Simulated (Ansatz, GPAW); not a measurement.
# 2H-NbOSe under honeycomb BP, AB in an electric field

Aim: the dipole that a field along the normal induces in 2H-NbOSe under honeycomb BP, AB.

Calculated with GPAW 26.7.0 and Ansatz 0.2.0; Ansatz plane waves; layer without images along its normal, relaxation of atoms and in-plane cell, with D3(BJ) dispersion, in the first sound run; inputs show where later runs differ.

## Step 1: Set-up

The cell holds 5 atoms: 1 Se, 1 Nb, 1 O, 1 P and 1 B. Cell: a = 3.210 Å, b = 3.210 Å, c = 24.109 Å, α = 90.0°, β = 90.0°, γ = 120.0°. Regions: layer 1: 2H-NbOSe, 3 atoms (1 Se, 1 Nb and 1 O); layer 2: honeycomb BP, 2 atoms (1 P and 1 B). Vacuum lies along c.

## Step 2: Relaxation

The atoms are relaxed first, since the surface dipole, and with it the work function, follows the positions of the outer layers.

input.yaml reads:

```yaml
crystal:
  lattice:
    - [3.210116, 0.0, 0.0]
    - [-1.605058, 2.7800420051, 0.0]
    - [0.0, 0.0, 24.109287071]
  atoms:
    - { symbol: Se, position: [0.3333333333, 0.6666666667, 0.3733001301] }
    - { symbol: Nb, position: [0.0, 0.0, 0.4545078798] }
    - { symbol: O, position: [0.3333333333, 0.6666666667, 0.5001926036] }
    - { symbol: P, position: [0.0, 0.0, 0.6266998699] }
    - { symbol: B, position: [0.6666666667, 0.3333333333, 0.6266998699] }
  periodic: [true, true, false]
kpoints:
  mp_grid: { grid: [12, 12, 1] }
hamiltonian:
  xc: pbe
  dispersion: d3bj
scf:
  occupations: { method: fermi_dirac, width: 0.05 }
relax:
  f_tol: 0.01
  max_steps: 90
  cell: {}
```

Launch:

```sh
$ ansatz run input.yaml --threads 4 --pin off --max-ram 8192MiB --backend cpu --events-out ev --progress --plain --runs-dir out
```

Numbers of over 12 decimals in the logs are rounded to 6 here.

What it wrote:

```text
Warning: crystal.periodic: the lattice vector that does not repeat stood 0.000° off the slab's normal, 24.109 Å along it as the deck builds it. The run solves the slab on a vector along the normal, 36.019 Å long, with every atom where it was (on the deck's vector they left 18.00 Å outside them, and the widest stretch free of ions among them is 3.05 Å). A fractional position that the run reports is one of the run's ce [...]
crystal.periodic: the lattice vector that does not repeat stood 0.000° off the slab's normal, 24.109 Å along it as the deck builds it. The run solves the slab on a vector along the normal, 36.019 Å long, with every atom where it was (on the deck's vector they left 18.00 Å outside them, and the widest stretch free of ions among them is 3.05 Å). A fractional position that the run reports is one of the run's cell, which [...]
Engine: ansatz 0.2.0, aarch64-unknown-linux-gnu
Pseudopotentials: kind: paw
Pseudopotential: Se, paw, valence charge 16, recommended cutoff 420 eV (normal), Se.paw.azcp
Pseudopotential: Nb, paw, valence charge 13, recommended cutoff 420 eV (normal), Nb.paw.azcp
Pseudopotential: O, paw, valence charge 6, recommended cutoff 420 eV (normal), O.paw.azcp
Pseudopotential: P, paw, valence charge 5, recommended cutoff 420 eV (normal), P.paw.azcp
Pseudopotential: B, paw, valence charge 3, recommended cutoff 420 eV (normal), B.paw.azcp
Functional definition: PBE
  parameter kappa = 0.804
  parameter beta = 0.066725
  exchange = pbe_x(kappa = kappa, mu = beta*pi^2/3)
  correlation = pbe_c(beta = beta)
Crystal: 5 atoms, lattice volume = 321.439 Å³
Basis set: ecut = 420 eV, 6349 PW (Γ), exchange–correlation on 48×48×486 points (8 copies of the dense FFT grid, shifted against one another)
Bands: 27, of which v1, the nominal top of the filled ones, is band 22 counted from 1 (21 counted from 0)
Symmetry: 6 space group operations
Space group: P3m1 (ITA 156), of the structure as read, at distance tolerance 6.9e-5 Å
k-points: 19 of 144 (time reversal used)
Non-local potential: Se, projectors of the file, l = 0: 2, l = 1: 2, l = 2: 3, l = 3: 1
Non-local potential: Nb, projectors of the file, l = 0: 3, l = 1: 2, l = 2: 2, l = 3: 1
Non-local potential: O, projectors of the file, l = 0: 2, l = 1: 2, l = 2: 1
Non-local potential: P, projectors of the file, l = 0: 2, l = 1: 2, l = 2: 2
Non-local potential: B, projectors of the file, l = 0: 2, l = 1: 2, l = 2: 1
PAW form: soft (Blöchl's): semilocal exchange-correlation on the pseudo side does not see the compensation charge
PAW one-centre angular grid: Se, 590 points (default); XC on 64 Gauss nodes
PAW one-centre angular grid: Nb, 590 points (default); XC on 64 Gauss nodes
PAW one-centre angular grid: O, 110 points (default); XC on 64 Gauss nodes
PAW one-centre angular grid: P, 110 points (default); XC on 64 Gauss nodes
PAW one-centre angular grid: B, 110 points (default); XC on 64 Gauss nodes
Initial density: superposition of atomic densities (neutral atoms: chi_scale 0, normalization atom), corrected by the library's trained network
Initial wavefunctions: pseudopotential atomic-orbital guess
Functional: x = pbe(κ = 0.804, μ = 0.219515), c = pbe(β = 0.066725)
SCF iter   1: F=—  HF=-11503.493054 eV  |F-HF|=—  |Δ(HF+E_count)|=         —  Δρ=5.93e-3  dr2=9.32e-1  ethr=1.77e-3  ⟨swp⟩=13.8  Hψ=3958  notcnv=0
preconditioner: auto → LDOS  [metal: Δε(μ)=0.028 eV  Ē_g=8.829 eV  σ=0.050 eV  W_gap=0.14  n_scr=22 (ndim 8)  ℏωp=10.4 eV  f_vac=0.719  D(μ)=5.51/eV (n_scr^D=20)  β→1.0]
SCF iter   2: F=—  HF=-11503.444578 eV  |F-HF|=—  |Δ(HF+E_count)|=   4.85e-2  Δρ=3.92e-3  dr2=1.40e-1  ethr=1.77e-3  ⟨swp⟩=2.6  Hψ=781  notcnv=0  defer=18
SCF iter   3: F=—  HF=-11503.432764 eV  |F-HF|=—  |Δ(HF+E_count)|=   1.18e-2  Δρ=2.22e-3  dr2=9.88e-2  ethr=3.26e-4  ⟨swp⟩=3.5  Hψ=950  notcnv=0  defer=19
SCF iter   4: F=—  HF=-11503.425948 eV  |F-HF|=—  |Δ(HF+E_count)|=   6.82e-3  Δρ=9.68e-4  dr2=8.30e-3  ethr=2.30e-4  ⟨swp⟩=2.6  Hψ=756  notcnv=0  defer=18
SCF iter   5: F=—  HF=-11503.425606 eV  |F-HF|=—  |Δ(HF+E_count)|=   3.42e-4  Δρ=5.17e-4  dr2=1.58e-3  ethr=1.93e-5  ⟨swp⟩=2.9  Hψ=859  notcnv=0  defer=18
SCF iter   6: F=—  HF=-11503.425808 eV  |F-HF|=—  |Δ(HF+E_count)|=   2.02e-4  Δρ=2.42e-4  dr2=3.52e-4  ethr=3.66e-6  ⟨swp⟩=3.3  Hψ=835  notcnv=0  defer=18
SCF iter   7: F=—  HF=-11503.425818 eV  |F-HF|=—  |Δ(HF+E_count)|=   1.02e-5  Δρ=1.06e-4  dr2=8.32e-5  ethr=8.19e-7  ⟨swp⟩=2.7  Hψ=919  notcnv=0  defer=18
SCF iter   8: F=—  HF=-11503.425860 eV  |F-HF|=—  |Δ(HF+E_count)|=   4.15e-5  Δρ=4.55e-5  dr2=8.69e-6  ethr=1.93e-7  ⟨swp⟩=2.8  Hψ=822  notcnv=0  defer=18
SCF iter   9: F=—  HF=-11503.425864 eV  |F-HF|=—  |Δ(HF+E_count)|=   4.57e-6  Δρ=2.39e-5  dr2=2.03e-6  ethr=2.02e-8  ⟨swp⟩=3.3  Hψ=992  notcnv=0  defer=18
SCF iter  10: F=—  HF=-11503.425868 eV  |F-HF|=—  |Δ(HF+E_count)|=   4.03e-6  Δρ=1.29e-5  dr2=4.02e-7  ethr=4.72e-9  ⟨swp⟩=3.2  Hψ=890  notcnv=0  defer=18
SCF iter  11: F=—  HF=-11503.425871 eV  |F-HF|=—  |Δ(HF+E_count)|=   2.24e-6  Δρ=5.93e-6  dr2=1.16e-7  ethr=2.33e-10  ⟨swp⟩=7.1  Hψ=2335  notcnv=0
SCF iter  12: F=-11503.425871 eV  HF=-11503.425871 eV  |F-HF|=2.34e-7  |Δ(HF+E_count)|=   4.87e-7  Δρ=2.35e-6  dr2=1.78e-8  ethr=2.33e-10  ⟨swp⟩=5.5  Hψ=1858  notcnv=0
SCF 1 converged in 12 iterations: F = -11503.425871 eV  dr2 = 1.78e-8
  greatest PAW one-centre occupation: 1.000 electrons in one spin orbital (limit 2), on the Se atom at site 0 (counted from 0), in its partial waves of l = 2
relax step   1: F+E_penalty+E_count = -11503.42587125 eV  Δ(F+E_penalty+E_count) = +0.000e0 eV  max|allowed force component| = 1.933e0 eV/Å  Δτ_max = 0.0000 Å  P = -4.388 N/m  Ω = 321.439 Å³  fix = [c, alpha, beta]  reactions: c -0.000 N/m  (12 SCF iters, dr2 threshold 1.00e-7 eV, accepted)
Crystal: 5 atoms, lattice volume = 320.384 Å³
Initial density: handed on by an earlier stage of this run
Initial wavefunctions: those handed on with the density
iter 1 solved again at ethr=4.47e-4 eV; its pass at ethr=3.10e-3 eV (dr2=1.92e-1 eV) is discarded
SCF iter   1: F=—  HF=-11503.591838 eV  |F-HF|=—  |Δ(HF+E_count)|=         —  Δρ=6.18e-3  dr2=2.00e-1  ethr=4.47e-4  ⟨swp⟩=2.1  Hψ=3993  notcnv=0
preconditioner: auto → LDOS  [metal: Δε(μ)=0.049 eV  Ē_g=9.268 eV  σ=0.050 eV  W_gap=0.24  n_scr=22 (ndim 8)  ℏωp=10.4 eV  f_vac=0.724  D(μ)=4.96/eV (n_scr^D=18)  β→1.0]
SCF iter   2: F=—  HF=-11503.553628 eV  |F-HF|=—  |Δ(HF+E_count)|=   3.82e-2  Δρ=2.09e-3  dr2=2.61e-2  ethr=4.47e-4  ⟨swp⟩=2.9  Hψ=978  notcnv=0
[...]
SCF iter   2: F=—  HF=-11503.755852 eV  |F-HF|=—  |Δ(HF+E_count)|=   1.97e-2  Δρ=6.15e-3  dr2=4.81e-1  ethr=1.00e-3  ⟨swp⟩=4.6  Hψ=1250  notcnv=0  defer=3
SCF iter   3: F=—  HF=-11503.651428 eV  |F-HF|=—  |Δ(HF+E_count)|=   1.04e-1  Δρ=1.60e-3  dr2=2.05e-2  ethr=1.00e-3  ⟨swp⟩=3.8  Hψ=949  notcnv=0  defer=7
SCF iter   4: F=—  HF=-11503.651069 eV  |F-HF|=—  |Δ(HF+E_count)|=   3.59e-4  Δρ=7.86e-4  dr2=6.39e-3  ethr=4.77e-5  ⟨swp⟩=2.8  Hψ=1036  notcnv=0  defer=9
SCF iter   5: F=—  HF=-11503.651046 eV  |F-HF|=—  |Δ(HF+E_count)|=   2.35e-5  Δρ=3.67e-4  dr2=1.43e-3  ethr=1.49e-5  ⟨swp⟩=1.9  Hψ=660  notcnv=0  defer=9
SCF iter   6: F=—  HF=-11503.650989 eV  |F-HF|=—  |Δ(HF+E_count)|=   5.65e-5  Δρ=1.58e-4  dr2=1.69e-4  ethr=3.31e-6  ⟨swp⟩=2.9  Hψ=817  notcnv=0  defer=9
SCF iter   7: F=—  HF=-11503.651058 eV  |F-HF|=—  |Δ(HF+E_count)|=   6.87e-5  Δρ=6.16e-5  dr2=2.45e-5  ethr=3.92e-7  ⟨swp⟩=3.0  Hψ=866  notcnv=0  defer=9
SCF iter   8: F=—  HF=-11503.651064 eV  |F-HF|=—  |Δ(HF+E_count)|=   5.80e-6  Δρ=3.43e-5  dr2=5.79e-6  ethr=5.69e-8  ⟨swp⟩=3.1  Hψ=887  notcnv=0  defer=9
SCF iter   9: F=—  HF=-11503.651065 eV  |F-HF|=—  |Δ(HF+E_count)|=   1.39e-6  Δρ=1.46e-5  dr2=1.08e-6  ethr=1.35e-8  ⟨swp⟩=2.9  Hψ=781  notcnv=0  defer=9
SCF iter  10: F=-11503.651068 eV  HF=-11503.651067 eV  |F-HF|=6.99e-7  |Δ(HF+E_count)|=   1.83e-6  Δρ=5.77e-6  dr2=1.14e-7  ethr=1.16e-9  ⟨swp⟩=6.4  Hψ=2175  notcnv=0
SCF 3 converged in 10 iterations: F = -11503.651068 eV  dr2 = 1.14e-7
relax step   3: F+E_penalty+E_count = -11503.65106761 eV  Δ(F+E_penalty+E_count) = -9.592e-2 eV  max|allowed force component| = 3.850e-1 eV/Å  Δτ_max = 0.1948 Å  P = -0.756 N/m  Ω = 320.109 Å³  energy of the carried Pulay correction = +3.977e-4 eV  fix = [c, alpha, beta]  reactions: c -0.000 N/m  (10 SCF iters, dr2 threshold 5.00e-7 eV, accepted)
[...]
relax step   4: F+E_penalty+E_count = -11503.65296719 eV  Δ(F+E_penalty+E_count) = -1.900e-3 eV  max|allowed force component| = 1.840e-1 eV/Å  Δτ_max = 0.1950 Å  P = -0.625 N/m  Ω = 320.054 Å³  energy of the carried Pulay correction = +4.142e-4 eV  fix = [c, alpha, beta]  reactions: c -0.000 N/m  (10 SCF iters, dr2 threshold 5.00e-7 eV, accepted)
[...]
relax step   5: F+E_penalty+E_count = -11503.66116079 eV  Δ(F+E_penalty+E_count) = -8.194e-3 eV  max|allowed force component| = 1.097e-1 eV/Å  Δτ_max = 0.0907 Å  P = -0.093 N/m  Ω = 319.827 Å³  energy of the carried Pulay correction = +4.819e-4 eV  fix = [c, alpha, beta]  reactions: c -0.000 N/m  (8 SCF iters, dr2 threshold 5.00e-7 eV, accepted)
[...]
relax step   6: F+E_penalty+E_count = -11503.66186358 eV  Δ(F+E_penalty+E_count) = -7.028e-4 eV  max|allowed force component| = 3.458e-2 eV/Å  Δτ_max = 0.0369 Å  P = -0.015 N/m  Ω = 319.737 Å³  energy of the carried Pulay correction = +5.090e-4 eV  fix = [c, alpha, beta]  reactions: c -0.000 N/m  (7 SCF iters, dr2 threshold 5.00e-7 eV, accepted)
[...]
relax step   7: F+E_penalty+E_count = -11503.66196005 eV  Δ(F+E_penalty+E_count) = -9.647e-5 eV  max|allowed force component| = 1.802e-3 eV/Å  Δτ_max = 0.0073 Å  P = +0.012 N/m  Ω = 319.728 Å³  energy of the carried Pulay correction = +5.118e-4 eV  fix = [c, alpha, beta]  reactions: c +0.000 N/m  (7 SCF iters, dr2 threshold 7.48e-8 eV, accepted)
Initial wavefunctions: pseudopotential atomic-orbital guess (no wavefunctions were taken with the density)
iter 1 solved again at ethr=8.87e-8 eV; its pass at ethr=3.10e-3 eV (dr2=3.81e-5 eV) is discarded
SCF iter   1: F=—  HF=-11503.661434 eV  |F-HF|=—  |Δ(HF+E_count)|=         —  Δρ=1.36e-5  dr2=1.33e-7  ethr=8.87e-8  ⟨swp⟩=6.6  Hψ=6644  notcnv=0
preconditioner: auto → LDOS  [metal: Δε(μ)=0.016 eV  Ē_g=9.244 eV  σ=0.050 eV  W_gap=0.08  n_scr=22 (ndim 8)  ℏωp=10.4 eV  f_vac=0.727  D(μ)=5.33/eV (n_scr^D=18)  β→1.0]
SCF iter   2: F=—  HF=-11503.661428 eV  |F-HF|=—  |Δ(HF+E_count)|=   6.12e-6  Δρ=3.54e-6  dr2=2.54e-8  ethr=3.09e-10  ⟨swp⟩=4.1  Hψ=1386  notcnv=0
SCF iter   3: F=—  HF=-11503.661428 eV  |F-HF|=—  |Δ(HF+E_count)|=   4.03e-8  Δρ=7.95e-7  dr2=2.90e-9  ethr=5.90e-11  ⟨swp⟩=3.6  Hψ=1185  notcnv=0
SCF iter   4: F=—  HF=-11503.661428 eV  |F-HF|=—  |Δ(HF+E_count)|=   1.60e-8  Δρ=3.39e-7  dr2=9.28e-10  ethr=6.75e-12  ⟨swp⟩=2.7  Hψ=976  notcnv=0
SCF iter   5: F=—  HF=-11503.661428 eV  |F-HF|=—  |Δ(HF+E_count)|=   8.53e-9  Δρ=1.69e-7  dr2=3.25e-10  ethr=2.16e-12  ⟨swp⟩=2.6  Hψ=759  notcnv=0
SCF iter   6: F=—  HF=-11503.661428 eV  |F-HF|=—  |Δ(HF+E_count)|=   4.48e-9  Δρ=1.06e-7  dr2=6.64e-11  ethr=1.00e-12  ⟨swp⟩=2.5  Hψ=743  notcnv=0
SCF iter   7: F=-11503.661428 eV  HF=-11503.661428 eV  |F-HF|=2.31e-10  |Δ(HF+E_count)|=  3.46e-10  Δρ=5.50e-8  dr2=1.61e-11  ethr=1.00e-12  ⟨swp⟩=10.1  Hψ=3234  notcnv=0
SCF 8 converged in 7 iterations: F = -11503.661428 eV  dr2 = 1.61e-11
relax step   8: F+E_penalty+E_count = -11503.66142765 eV  Δ(F+E_penalty+E_count) = +5.324e-4 eV  max|allowed force component| = 1.748e-3 eV/Å  Δτ_max = 0.0000 Å  P = -0.000 N/m  Ω = 319.728 Å³  fix = [c, alpha, beta]  reactions: c -0.000 N/m  stress off target by 3.09e-4 N/m on what of the cell is left free  SCF on the basis re-selected at this cell (its energy is not comparable with the rows above)  (7 SCF iters)
basis re-selected at this cell: Δ(F+E_penalty+E_count) = +5.324e-4 eV, ΔP = -0.012 N/m vs the last step (what re-selecting the basis moved, of the pressure what is left beyond the Pulay correction that the steps carried, after the strain that the cell walked since its last selection, with what the two solves' SCF thresholds leave and, on support functions, any second-order correction that the steps lacked; it is no m [...]
SCF converged after 7 iterations
Free energy (F): -11503.661428 eV
Harris-Foulkes:  -11503.661428 eV  (|F-HF|=2.31e-10)
Internal energy: -11503.621213 eV  (E = F + TS)
E sigma→0 (E₀):  -11503.641320 eV
Entropy (-TS):   -0.040215 eV (-8.043 meV/atom)
Fermi energy:    -5.193625 eV
--- Per-component energies (eV) ---
  E_band       = -1153.703858
  E_kinetic    = 807.127641
  E_local      = -128913.540155  (includes V_loc(G=0)·N_el)
  E_nonlocal   = -383.403544
  E_hartree    = 63886.687119
  E_xc         = -447.238511
  E_vxc        = -504.125635  (∫ρ·V_xc dr)
  E_paw        = -5789.848328  (= ΣΔE_a)
  E_vpaw       = 66.862072  (= ΣTr[D̂ρ^β])
  E_aug_tail   = 0.001858  (compensation charges beyond the density's cutoff)
  E_ewald      = 59337.846941
  E_disp       = -1.254232  (pairwise vdW)
  E_smearing   = -0.040215  (= −TS)
  E_closure    = 0.000000  (closes the sum)
  Σ components = -11503.661428   (vs F -11503.661428, Δ=0.00e0)
--- Forces (eV/Å), atoms counted from 1 ---
  atom   1  Se     0.00000000     0.00000000     0.00015054
  atom   2  Nb     0.00000000     0.00000000     0.00016050
  atom   3  O      0.00000000     0.00000000    -0.00174805
  atom   4  P      0.00000000     0.00000000     0.00059011
  atom   5  B      0.00000000     0.00000000     0.00084573
  max |Σ_I F_I| component: 1.17e-6 eV/Å
--- 2D stress c σ (N/m, compression-positive) ---
       -0.000309       0.000000      -0.000000
        0.000000      -0.000309      -0.000000
       -0.000000      -0.000000      -0.000000
  P = ½ c Tr σ = -0.0003 N/m
--- Relaxed structure (7 steps of the walk, 7 accepted, 1 SCFs on fresh bases) ---
  F+E_penalty+E_count = -11503.66142765 eV   max|allowed force component| = 1.748e-3 eV/Å   (the final SCF, on the basis selected at the relaxed cell)
  cell:  # Å, volume = 319.7278 Å³
    - [3.201560, 0, 0]
    - [-1.600780, 2.772632, 0]
    - [0, 0, 36.018574]
  atoms:
    - { symbol: Se, position: [0.333333, 0.666667, 0.255642] }
    - { symbol: Nb, position: [5.470647026286586e-17, 4.4408920969819904e-18, 0.306241] }
    - { symbol: O, position: [0.333333, 0.666667, 0.333895] }
    - { symbol: P, position: [4.6548134906251545e-17, 4.440892096981957e-18, 0.415828] }
    - { symbol: B, position: [0.666667, 0.333333, 0.416273] }
```

Wall time 40 s (4 threads of Arm Neoverse V1, shared host); peak memory 0.69 GiB.

This run has no spin polarisation although its electron count is odd.

Step by step:

| step | energy less that of the first step (eV) | largest force component (eV/Å) | volume (Å³) |
| --- | --- | --- | --- |
| 1 | 0.0000 | 1.9335 | 321.44 |
| 2 | -0.1293 | 1.8129 | 320.38 |
| 3 | -0.2252 | 0.3850 | 320.11 |
| 4 | -0.2271 | 0.1840 | 320.05 |
| 5 | -0.2353 | 0.1097 | 319.83 |
| 6 | -0.2360 | 0.0346 | 319.74 |
| 7 | -0.2361 | 0.0018 | 319.73 |
| 8* | -0.2356 | 0.0017 | 319.73 |

Relaxation steps marked * repeat the geometry before them on a plane-wave basis chosen anew for their cell, so energy and pressure can jump there.

The run keeps the 6 symmetry operations that it works with, so distortions that break them were not tested.

```csv
cell as run,before,after,change
a (Å),3.210,3.202,-0.3 %
b (Å),3.210,3.202,-0.3 %
```

The atoms that moved most (Å, along periodic axes as changes of fractional coordinates times the final cell, across vacuum about the mean position):

```csv
atom,dx,dy,dz,length
Se1,0.000,0.000,0.208,0.208
P4,0.000,0.000,-0.132,0.132
B5,0.000,0.000,-0.116,0.116
Nb2,0.000,0.000,0.073,0.073
O3,0.000,0.000,-0.033,0.033
```

Final coordinates:

```xyz
5
Lattice="3.2016 0.0000 0.0000 -1.6008 2.7726 0.0000 0.0000 0.0000 36.0186" Properties=species:S:1:pos:R:3
Se    0.0000    1.8484    9.2079
Nb    0.0000    0.0000   11.0304
O     0.0000    1.8484   12.0264
P     0.0000    0.0000   14.9775
B     1.6008    0.9242   14.9935
```

Numbers from this step:

```yaml
free_energy: -11503.6614 eV
smearing_term_ts: 0.04021 eV
symmetry_operations: 6
```

The relaxation lowered the energy of the cell by 0.236 eV.

## Step 3: The slab's potential

The work function is the vacuum plateau of the electrostatic potential less the Fermi level; a dipole layer lets the two faces have plateaus of their own.

This step: GPAW, PAW setups; slab in vacuum (GPAW 26.7.0).

The cell differs from the one that the last finished run ended in (c 36.019 → 23.786 Å).

run.py reads:

```python
import json
import numpy as np
from ase import Atoms
from gpaw import GPAW, PW

slab = Atoms(
    ['Se', 'Nb', 'O', 'P', 'B'],
    positions=[
        [0.00000, 1.84842, 9.00000],
        [0.00000, 0.00000, 10.82251],
        [0.00000, 1.84842, 11.81854],
        [0.00000, 0.00000, 14.76965],
        [1.60078, 0.92421, 14.78568]],
    cell=[[3.20156, -0.0, -0.0], [-1.60078, 2.77263, -0.0], [-0.0, -0.0, 23.7857]],
    pbc=[True, True, False])

slab.calc = GPAW(mode=PW(500), xc='PBE', kpts={'size': (12, 12, 1), 'gamma': True},
                 occupations={'name': 'fermi-dirac', 'width': 0.05}, nbands='140%',
                 convergence={'density': 1e-05}, maxiter=200,
                 poissonsolver={'dipolelayer': 'xy'},
                 symmetry={'tolerance': 1e-3}, txt='slab.txt')
result = {}
energy = slab.get_potential_energy()
fermi = slab.calc.get_fermi_level()
v = slab.calc.get_electrostatic_potential().mean((0, 1)) - fermi
n = slab.calc.get_pseudo_density().mean((0, 1))
L = slab.cell[2, 2]
z = np.arange(len(v)) * L / len(v)
low, high = slab.positions[:, 2].min(), slab.positions[:, 2].max()
below, above = np.interp([low - 6.8, high + 6.8], z, v)
slopes = [np.interp(x, z, np.gradient(v, z)) for x in (low - 6.8, high + 6.8)]
eps = np.array([[slab.calc.get_eigenvalues(k, s) for k in range(len(slab.calc.get_ibz_k_points()))]
                for s in range(slab.calc.get_number_of_spins())]) - fermi
top, bottom = eps[eps < 0].max(), eps[eps > 0].min()
dipole = slab.get_dipole_moment()[2]
print(f'energy {energy:.4f} eV, Fermi level {fermi:.4f} eV, dipole {dipole:.5f} e A')
print(f'potential 6.8 A off the faces, from the Fermi level: lower {below:.4f} eV, upper {above:.4f} eV')
print(f'slope of the potential there: lower {slopes[0]:.5f}, upper {slopes[1]:.5f} eV/A')
print(f'nearest levels on the mesh: {top:.4f} and {bottom:.4f} eV')
print('magnetic moment', round(slab.get_magnetic_moment(), 3))
result.update(energy=energy, fermi=fermi, dipole=dipole, below=below, above=above, slopes=slopes, edges=[top, bottom],
              z=z.tolist(), v=v.tolist(), n=n.tolist(), positions=slab.positions.tolist(),
              forces=slab.get_forces(apply_constraint=False).tolist(), moments=slab.get_magnetic_moments().tolist())
json.dump(result, open('result.json', 'w'))
```

Launch:

```sh
$ OMP_NUM_THREADS=1 OPENBLAS_NUM_THREADS=1 python run.py
```

What it wrote:

```text
energy -35.1845 eV, Fermi level -0.6879 eV, dipole 0.00621 e A
potential 6.8 A off the faces, from the Fermi level: lower 5.2573 eV, upper 5.1463 eV
slope of the potential there: lower 0.00067, upper 0.00094 eV/A
nearest levels on the mesh: -0.0100 and 0.0047 eV
magnetic moment 0.0
```

It took 76 s on 1 thread; peak memory 0.27 GiB.

Numbers from this step:

| Property | Result |
| --- | --- |
| dipole along the normal | 0.006205 e·Å |
| levels nearest the Fermi level on the mesh | -0.009993, 0.004666 eV from the Fermi level |
| upper work function | 5.146 eV |
| lower work function | 5.257 eV |

The electrostatic potential energy of an electron (without an applied field's), less the Fermi level, planar mean by z:

| z (Å) | electrostatic potential energy of an electron (without an applied field's), less the Fermi level, planar mean (eV) |
| --- | --- |
| 0 | 5.20 |
| 1 | 5.26 |
| 2 | 5.26 |
| 3 | 5.26 |
| 4 | 5.26 |
| 5 | 5.26 |
| 6 | 5.25 |
| 7 | 5.12 |
| 8 | 2.39 |
| 9 | -21.6 |
| 10 | -4.97 |
| 11 | -20.8 |
| 12 | -7.12 |
| 13 | 4.65 |
| 14 | -1.72 |
| 15 | -20.6 |
| 16 | 3.27 |
| 17 | 5.05 |
| 18 | 5.14 |
| 19 | 5.14 |
| 20 | 5.14 |
| 21 | 5.15 |
| 22 | 5.15 |
| 23 | 5.15 |

Pseudo valence density, planar mean against z:

```csv
z (Å),"pseudo valence density, planar mean (e/Å³)"
5,1.6e-5
6,3.4e-4
7,0.00716
8,0.138
9,0.245
10,0.406
11,1.24
12,0.744
13,0.0462
14,0.270
15,0.516
16,0.0889
17,0.00484
18,2.4e-4
19,1.2e-5
```

Force by atom:

```csv
atom,x (eV/Å),y (eV/Å),z (eV/Å),size
Se1,0.000,0.000,-0.067,0.067
Nb2,0.000,0.000,-0.024,0.024
O3,0.000,0.000,-0.140,0.140
P4,0.000,0.000,0.111,0.111
B5,0.000,0.000,0.058,0.058
```

The potential is flat to 9.4e-4 eV/Å where it is read, so the vacuum is wide enough. The geometry is the other program's minimum (found with a dispersion term); here the largest force on a free atom is 0.14 eV/Å.

(Part 1 of 3 ends here.)

[Logs are printed without paths, hosts, clocks, repeated set-up lines and the standing remarks that a program may print on its own settings, such as how far it seeks lower states.]

[Hosts, paths, dates, database ids (printed as entryN), source tags and the programs' standing remarks are cut or masked in the printed files.]
